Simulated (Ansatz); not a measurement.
Theory: DFT PBEsol, scalar-relativistic, plane waves, PAW (Ansatz).

Structure of Pt:

```
CELL_PARAMETERS angstrom
2.72517 0.00000 0.00000
-1.36258 2.36007 0.00000
0.00000 0.00000 4.70681
ATOMIC_POSITIONS crystal
Pt 0.66667 0.33333 0.75000
Pt 0.33333 0.66667 0.25000
```

Cutoff 420 eV; k points 18×18×10 on the computed 2-atom cell (Γ-centred); Gaussian smearing, width 0.10 eV; no spin polarisation.

Levels along Γ–M–K–Γ–A–L–H–A | L–M | H–K, in eV from the Fermi level, sorted by energy at each point. Points in fractions of the primitive reciprocal vectors: Γ (0.000 0.000 0.000), M (0.500 0.000 0.000), K (0.333 0.333 0.000), A (0.000 0.000 0.500), L (0.500 0.000 0.500), H (0.333 0.333 0.500).
```
point k (1/Å, with 2π) band 15  band 16  band 17  band 18  band 19  band 20  band 21
    Γ             0.000    -3.27    -1.97    -1.97    -0.95    -0.23    -0.23     5.00
    -             0.190    -3.13    -2.24    -2.06    -1.80    -0.19     0.92     4.98
    -             0.380    -3.08    -2.71    -2.31    -2.23    -0.11     2.48     4.92
    -             0.571    -2.62    -2.62    -2.39    -2.06    -0.03     4.12     4.86
    -             0.761    -2.93    -1.99    -1.53    -1.26     0.02     4.91     5.75
    -             0.951    -3.17    -0.73    -0.64    -0.43     0.04     5.28     7.28
    -             1.141    -2.92     0.04     0.05     0.26     0.89     5.49     6.54
    M             1.331    -2.87     0.04     0.31     0.54     2.32     3.85     7.45
    -             1.441    -2.94    -0.01     0.26     0.40     2.44     3.94     7.54
    -             1.551    -3.10    -0.13     0.08     0.14     2.76     4.12     7.85
    -             1.661    -3.04    -0.31    -0.30    -0.01     3.18     4.26     8.38
    -             1.770    -2.96    -0.66    -0.48    -0.18     3.64     4.31     7.75
    -             1.880    -2.88    -0.89    -0.61    -0.36     4.08     4.31     6.93
    -             1.990    -2.79    -0.94    -0.70    -0.57     4.34     4.43     6.24
    K             2.100    -2.75    -0.79    -0.79    -0.73     4.48     4.48     5.92
    -             2.319    -2.93    -1.31    -0.64    -0.22     3.35     5.41     6.87
    -             2.539    -3.16    -1.90    -0.46    -0.05     1.74     6.42     8.02
    -             2.758    -2.70    -2.50    -0.68    -0.28     0.07     5.28     7.02
    -             2.978    -3.03    -2.33    -1.82    -1.38    -0.16     4.89     4.97
    -             3.198    -2.85    -2.71    -2.46    -2.06    -0.13     3.00     4.90
    -             3.417    -3.08    -2.32    -2.19    -1.84    -0.18     1.16     4.97
    Γ             3.637    -3.27    -1.97    -1.97    -0.95    -0.23    -0.23     5.00
    -             3.732    -3.29    -1.93    -1.93    -1.17    -0.24    -0.24     5.31
    -             3.828    -3.33    -1.82    -1.82    -1.72    -0.27    -0.27     6.10
    -             3.923    -3.39    -2.40    -1.67    -1.67    -0.32    -0.32     7.19
    -             4.018    -3.46    -3.05    -1.48    -1.48    -0.40    -0.40     8.45
    -             4.114    -3.54    -3.54    -1.26    -1.26    -0.52    -0.52     9.77
    -             4.209    -3.61    -3.61    -1.05    -1.05    -0.67    -0.67    11.08
    A             4.304    -3.67    -3.67    -0.85    -0.85    -0.85    -0.85    12.27
    -             4.494    -3.54    -3.54    -0.88    -0.88    -0.80    -0.80    12.38
    -             4.684    -3.16    -3.16    -0.95    -0.95    -0.66    -0.66    12.63
    -             4.875    -2.61    -2.61    -1.00    -1.00    -0.44    -0.44    12.72
    -             5.065    -2.13    -2.13    -0.84    -0.84    -0.17    -0.17    11.91
    -             5.255    -1.95    -1.95    -0.34    -0.34     0.23     0.23     9.95
    -             5.445    -1.27    -1.27     0.21     0.21     0.99     0.99     7.83
    L             5.635    -0.98    -0.98     0.44     0.44     1.65     1.65     6.74
    -             5.745    -0.97    -0.97     0.22     0.22     2.01     2.01     6.74
    -             5.855    -1.12    -1.12    -0.03    -0.03     2.74     2.74     6.76
    -             5.965    -1.48    -1.48    -0.08    -0.08     3.58     3.58     6.79
    -             6.074    -1.89    -1.89    -0.09    -0.09     4.47     4.47     6.82
    -             6.184    -2.26    -2.26    -0.12    -0.12     5.35     5.35     6.88
    -             6.294    -2.50    -2.50    -0.16    -0.16     6.14     6.14     6.96
    H             6.404    -2.58    -2.58    -0.18    -0.18     6.72     6.72     6.80
    -             6.623    -2.56    -2.56    -0.05    -0.05     4.79     4.79     7.89
    -             6.843    -2.58    -2.58     0.10     0.10     2.45     2.45     9.70
    -             7.063    -2.32    -2.32    -0.08    -0.08     0.47     0.47    11.88
    -             7.282    -2.32    -2.32    -0.87    -0.87    -0.25    -0.25    12.86
    -             7.502    -2.96    -2.96    -0.99    -0.99    -0.57    -0.57    12.72
    -             7.721    -3.49    -3.49    -0.89    -0.89    -0.78    -0.78    12.41
    A             7.941    -3.67    -3.67    -0.85    -0.85    -0.85    -0.85    12.27
    L             7.941    -0.98    -0.98     0.44     0.44     1.65     1.65     6.74
    -             8.036    -1.58    -0.32     0.42     0.46     1.01     2.23     6.76
    -             8.132    -1.20     0.14     0.40     0.48     0.54     2.74     6.84
    -             8.227    -0.83    -0.44     0.38     0.50     1.04     3.16     6.97
    -             8.322    -1.14    -0.49     0.36     0.52     1.57     3.47     7.13
    -             8.418    -1.83    -0.21     0.34     0.53     1.98     3.69     7.29
    -             8.513    -2.48    -0.03     0.32     0.53     2.23     3.81     7.41
    M             8.608    -2.87     0.04     0.31     0.54     2.32     3.85     7.45
    H             8.608    -2.58    -2.58    -0.18    -0.18     6.72     6.72     6.80
    -             8.704    -2.71    -2.36    -0.21    -0.21     6.14     6.14     7.47
    -             8.799    -2.77    -2.06    -0.28    -0.28     5.61     5.61     7.84
    -             8.895    -2.79    -1.71    -0.40    -0.40     5.19     5.19     7.27
    -             8.990    -2.79    -1.35    -0.53    -0.53     4.87     4.87     6.74
    -             9.085    -2.77    -1.03    -0.66    -0.66     4.64     4.64     6.31
    -             9.181    -2.76    -0.81    -0.76    -0.76     4.52     4.52     6.02
    K             9.276    -2.75    -0.79    -0.79    -0.73     4.48     4.48     5.92
```

Spin-orbit coupling is left out, which matters for the bands of heavy elements.

This form isn't the element's structure at ambient conditions.

Cost: 1 run of about 0.54 core-minutes, on Intel Xeon Platinum 8488C (Sapphire Rapids) (shared hosts).